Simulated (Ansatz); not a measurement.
MgI$_{2}$: frozen-core PAW against all-electron methods

```
CELL_PARAMETERS angstrom
4.15370 0.00000 0.00000
-2.07685 3.59721 0.00000
0.00000 0.00000 6.99924
ATOMIC_POSITIONS crystal
Mg 0.00000 0.00000 0.00000
I 0.33333 0.66667 0.75763
I 0.66667 0.33333 0.24237
```

Atom numbers follow the list: Mg1, I2, I3.

The cell is a measured one (Crystallography Open Database entry 2013551); the temperature and pressure of the measurement aren't taken into account, and nothing was relaxed. The listed cell was then made from it by scaling, straining or moving an atom.

No spin–orbit coupling, which matters for the heavy atoms here.

All numbers are computed: DFT, PBEsol, PAW with Ansatz's default frozen-core files, scalar-relativistic (Ansatz 0.2.0); DFT, PBEsol, all-electron PAW with datasets made for the crystal, scalar-relativistic (Ansatz 0.2.0); DFT, PBEsol, all-electron LAPW, scalar-relativistic (Ansatz 0.2.0).

For PAW: a Γ-centred 7×7×4 k mesh, Fermi–Dirac smearing of 0.03 eV, cutoff 420 eV, no spin polarisation; the PAW files were made with PBE, and the program remakes their frozen cores for this functional. The crystal-made all-electron datasets (AE datasets) take a cutoff of 260 eV at this cell. LAPW targets a basis error of 1 meV/atom. The Ansatz runs share mesh, smearing and spin set-up. Plane-wave (PAW) pressures include the program's estimate of the Pulay term.

Stress and pressure are positive in compression.

No spin–orbit coupling: at heavy atoms the gradients can be off by tens of per cent for that reason.

| quantity | PAW | AE datasets | LAPW |
| --- | --- | --- | --- |
| pressure (GPa) | -0.73 | -0.74 | -0.73 |
| stress xx (GPa) | -0.68 | -0.69 | -0.68 |
| stress zz (GPa) | -0.83 | -0.84 | -0.84 |
| force on I2, z (eV/Å) | 0.179 | 0.180 | 0.180 |
| band gap (eV) | 3.517 | 3.518 | ? |
| largest principal field gradient Vzz at I2 (10²¹ V/m²) | -3.21 | -3.21 | – |

Problem. Give the missing entry: row "band gap (eV)", column "LAPW".

Solution. 3.496.
